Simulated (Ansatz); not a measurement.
TiSe2, one cell by several methods

```
CELL_PARAMETERS angstrom
3.55657 0.00000 0.00000
-1.77828 3.08008 0.00000
0.00000 0.00000 6.34763
ATOMIC_POSITIONS crystal
Ti 0.00000 0.00000 0.00000
Se 0.33333 0.66667 0.23993
Se 0.66667 0.33333 0.76007
```

Atoms are numbered in the order listed.

The cell is the one relaxed in the Materials Project (mp-2194), not relaxed further here; entries there can be hypothetical.

Methods: DFT, PBEsol, PAW with Ansatz's default frozen-core files, scalar-relativistic (Ansatz 0.2.0); DFT, PBEsol, all-electron PAW with datasets made for the crystal, scalar-relativistic (Ansatz 0.2.0); DFT, PBEsol, all-electron LAPW, scalar-relativistic (Ansatz 0.2.0).

For PAW: a Γ-centred 11×11×5 k mesh, Fermi–Dirac smearing of 0.05 eV, cutoff 420 eV, no spin polarisation; the PAW files were made with PBE, and the program remakes their frozen cores for this functional. The crystal-made all-electron datasets (AE datasets) take a cutoff of 220 eV at this cell. LAPW targets a basis error of 1 meV/atom. The Ansatz runs share mesh, smearing and spin set-up. Plane-wave (PAW) pressures include the program's estimate of the Pulay term.

Stress and pressure are positive in compression.

In a metal, gradients converge slowly with the k mesh: the values move by tens of per cent from one mesh to another, at times in sign, so only the comparison on one mesh counts.

Levels count from the Fermi level.

| quantity | PAW | AE datasets | LAPW |
| --- | --- | --- | --- |
| pressure (GPa) | -2.71 | -2.72 | -2.72 |
| stress xx (GPa) | -3.31 | -3.32 | -3.31 |
| stress zz (GPa) | -1.52 | -1.52 | -1.52 |
| force on Se2, z (eV/Å) | -0.055 | -0.055 | -0.055 |
| highest filled level at A (eV) | -2.204 | -2.204 | -2.204 |
| lowest empty level at A (eV) | 0.387 | 0.388 | 0.388 |
| highest filled level at L (eV) | -0.080 | -0.080 | -0.080 |
| lowest empty level at L (eV) | 1.339 | 1.340 | 1.340 |
| field gradient Vzz at Ti1 (10²¹ V/m²) | -2.47 | -2.44 | – |
| field gradient Vzz at Se2 (10²¹ V/m²) | ? | ? | – |

**Question.** What belongs in the row "field gradient Vzz at Se2 (10²¹ V/m²)", column "AE datasets"?

**Answer.** -4.74.

**Question.** Give the missing entry: row "field gradient Vzz at Se2 (10²¹ V/m²)", column "PAW".

**Answer.** -4.68.
